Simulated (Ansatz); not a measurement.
## PbF2 (Fluorocronite) in Ansatz: convergence with xc grid

Crystal: PbF2 (Fluorocronite).

```
Pb F
1.0
     0.00000    2.96366    2.96366
     2.96366    0.00000    2.96366
     2.96366    2.96366    0.00000
Pb F
1 2
Cartesian
  0.0054 -0.0460 -0.0529
  4.4571 4.4806 4.4317
  1.4577 1.5037 1.5258
```

The cell isn't the ideal one: atoms moved at random, drawn with an rms of 0.05 Å.

```yaml
Program: Ansatz 0.2.0
Task: convergence study
Functional: PBEsol
Potentials_or_basis: Ansatz PAW
Cutoff: "420 eV (not typed: the program's choice for these potentials)"
k_mesh: 6 × 6 × 6
Occupations: fermi-dirac, width 0.1 eV
Spin: no spin polarisation
```

These are the settings of the first run; the series varies xc grid, with any setting tied to it.

Hardware: 2 threads of Arm Neoverse V1, on a shared host.

| xc grid | energy less the tightest run, at zero smearing (meV/atom) | SCF cycles | CPU time (s) | peak memory (GiB) |
| --- | --- | --- | --- | --- |
| 1 | -0.02 | 7 | 9.8 | 0.39 |
| 2 | 0.00 | 7 | 10 | 0.39 |
| 3 | 0.00 | 7 | 10 | 0.42 |
| 4 | 0.00 | 7 | 11 | 0.46 |
| 5 | 0.00 | 7 | 12 | 0.54 |

Against the tightest run, the energy stays within 1 meV/atom from 1 on. The tightest run that finished is the yardstick and may itself not be fully converged.
